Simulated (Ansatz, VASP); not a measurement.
## One calculation of AlN, two programs

```
Al N
1.0
     3.31348    0.00000    0.00000
    -1.65674    2.86956    0.00000
     0.00000    0.00000    3.81070
Al N
2 2
Direct
  0.33333 0.66667 0.75000
  0.66667 0.33333 0.25000
  0.33333 0.66667 0.25000
  0.66667 0.33333 0.75000
```

Alike in both runs: task single point; functional PBE; k mesh 9 × 9 × 6; occupations gaussian, width 0.05 eV; no spin polarisation.

|  | VASP | Ansatz |
| --- | --- | --- |
| version | VASP 6.6.1 | Ansatz 0.2.0 |
| potentials or method | VASP PAW PBE potentials, release 64 (Al, N) | scalar-relativistic, plane waves, PAW |
| plane-wave cutoff (eV) | 520 | 520 |
| valence electrons in the cell | 16 | 16 |

VASP gave:

* gap on the k mesh at the Fermi level (eV): 4.13
* least direct gap on the mesh (eV): 4.13
* pressure (GPa): 24.3
* largest component of the traceless stress (GPa): 19.35

Task: Which values does Ansatz return?

Result: gap on the k mesh at the Fermi level (eV): 4.12; least direct gap on the mesh (eV): 4.12; pressure (GPa): 24.4; largest component of the traceless stress (GPa): 19.10.

The functional is the same, so the differences come from potentials, cutoffs and numerics.

Caveats: so large a pressure means that the cell lies far from this level's equilibrium, or that cutoff or potentials fall short (VASP); an odd mesh through Γ misses points on the zone boundary, where band edges often lie. Expect the measured gap to be larger: semilocal functionals such as PBE lack the derivative discontinuity.
